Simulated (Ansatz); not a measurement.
## TaN: what a change does to the field gradients

Base: an entry of the Crystallography Open Database (COD), whose atoms a relaxation with PBE at fixed cell left in place.

```xyz
2
Lattice="2.9380 0.0000 0.0000 -1.4690 2.5444 0.0000 0.0000 0.0000 2.8830" Properties=species:S:1:pos:R:3 pbc="T T T"
Ta    0.0000    1.6963    1.4415
N     0.0000    0.0000    0.0000
```

Atoms are numbered from 1 in the order listed; like atoms form one site, named after its first atom.

Level of theory: DFT, PBE, plane waves and PAW, scalar-relativistic, collinear spin, 420 eV cutoff, Γ-centred 18×18×16 k-points, Fermi–Dirac smearing 0.05 eV (Ansatz 0.2.0). Start moments as typed (μB): 2 on each Ta, none on the rest.

(1) Variant: z compressed by 1 %, ions relaxed. What happens to the gradients (10²¹ V/m²)?

## Answers

(1) 

```csv
site,atoms,V_zz base,η base,V_zz variant,η variant
Ta,1,5.22,0.00,4.35,0.00
N,2,0.099,0.00,-0.097,0.00
```

The largest change of V_zz is on Ta, from 5.22 to 4.35. In per cent, |V_zz| changes by -17 on Ta (all sites that start above 2). V_zz changes sign on N (same axis).

The run finds no gap above 0.1 eV (a metal, or nearly one), so the gradients can move by 10 % or more with the k-mesh. Without spin–orbit coupling the gradients at and beside Ta can be off by some per cent, at some sites by more. With these PAW files V_zz is typically within 2 to 3 % of all-electron values, but misses above 10 % occur on Ta. Semilocal functionals make gaps too small and can close them, so the real compound need not be a metal. The start moments die out, and the run ends without spin.
For the base: At this cell the principal stresses reach 5 GPa in size with PBE, which can matter for small gradients.
For the variant: At this changed cell the PBE pressure is 9 GPa.
